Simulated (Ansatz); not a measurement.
# SnO2: the cost of one run

Program: Ansatz 0.2.0. Level of theory: DFT PBE, scalar-relativistic, plane waves, PAW. These are calculated values, not measurements.

1 further run of the same task is left out (set aside as unsound or not needed).

## Step 1: The structure to begin with

It takes space group I4/m (No. 87, tetragonal). Conventional cell: a = 10.807 Å, b = 10.807 Å, c = 3.228 Å, α = 90.00°, β = 90.00°, γ = 90.00°. Sn (site symmetry m) is surrounded by 6 O at 2.07 to 2.14 Å. O (site symmetry m) is surrounded by 3 Sn at 2.07 to 2.11 Å. O (site symmetry m) is surrounded by 3 Sn at 2.10 to 2.14 Å.

Structure file:

```cif
data_structure
_symmetry_space_group_name_H-M 'P 1'
_symmetry_Int_Tables_number 1
_cell_length_a 7.8102
_cell_length_b 7.8102
_cell_length_c 7.8102
_cell_angle_alpha 92.448
_cell_angle_beta 92.448
_cell_angle_gamma 156.146
_cell_volume 188.51
loop_
_atom_site_label
_atom_site_type_symbol
_atom_site_fract_x
_atom_site_fract_y
_atom_site_fract_z
_atom_site_occupancy
Sn1 Sn 0.34940 0.16603 0.51543 1
Sn2 Sn 0.83397 0.34940 0.18338 1
Sn3 Sn 0.16603 0.65060 0.81662 1
Sn4 Sn 0.65060 0.83397 0.48457 1
O1 O 0.16049 0.45873 0.61922 1
O2 O 0.54127 0.16049 0.70176 1
O3 O 0.45873 0.83951 0.29824 1
O4 O 0.83951 0.54127 0.38078 1
O5 O 0.84373 0.79021 0.63395 1
O6 O 0.20979 0.84373 0.05352 1
O7 O 0.15627 0.20979 0.36605 1
O8 O 0.79021 0.15627 0.94648 1
```

It goes back to an entry of the Materials Project, which need not be the stable form.

This cell was relaxed beforehand with the same method: volume 15.71 Å³/atom, gap on the mesh 1.72 eV.

## Step 2: The scan

The energy is mapped over the lattice constants a and c of the conventional cell.

- lattice constant a (and b): 5 values from 10.050 to 11.563 Å
- lattice constant c: 5 values from 2.841 to 3.616 Å

Nothing else is relaxed (fractional coordinates fixed). Energies count from the relaxed crystal. Points are written as (first, second).

## Step 3: The run at (10.050 Å, 3.034 Å)

The input, input.yaml:

```yaml
crystal:
  lattice:
    - [-5.02515, 5.02515, 1.51725]
    - [5.02515, -5.02515, 1.51725]
    - [5.02515, 5.02515, -1.51725]
  atoms:
    - { symbol: Sn, position: [0.3494020669, 0.1660259167, 0.5154279836] }
    - { symbol: Sn, position: [0.8339740833, 0.3494020669, 0.1833761502] }
    - { symbol: Sn, position: [0.1660259167, 0.6505979331, 0.8166238498] }
    - { symbol: Sn, position: [0.6505979331, 0.8339740833, 0.4845720164] }
    - { symbol: O, position: [0.1604917127, 0.4587329145, 0.6192246272] }
    - { symbol: O, position: [0.5412670855, 0.1604917127, 0.7017587982] }
    - { symbol: O, position: [0.4587329145, 0.8395082873, 0.2982412019] }
    - { symbol: O, position: [0.8395082873, 0.5412670855, 0.3807753728] }
    - { symbol: O, position: [0.843731647, 0.7902137866, 0.6339454336] }
    - { symbol: O, position: [0.2097862134, 0.843731647, 0.0535178604] }
    - { symbol: O, position: [0.156268353, 0.2097862134, 0.3660545664] }
    - { symbol: O, position: [0.7902137866, 0.156268353, 0.9464821396] }
basis:
  ecutwfc: 520.0
kpoints:
  mp_grid: { grid: [10, 10, 10] }
hamiltonian:
  xc: pbe
  pseudopotentials: { kind: paw, azcp: { folder: soft_1 } }
scf:
  occupations: { method: gaussian, width: 0.05 }
output:
  forces: true
  stress: true
  eigenvalues: true
```

The run is started by

```console
$ ansatz run input.yaml --threads 4 --pin off --max-ram 8192MiB --backend cpu --events-out ev --progress --plain --runs-dir out
```

What time and memory should one allow on 4 threads of Arm Neoverse V2, shared host?

About 31 s, with a peak of 1.5 GiB.
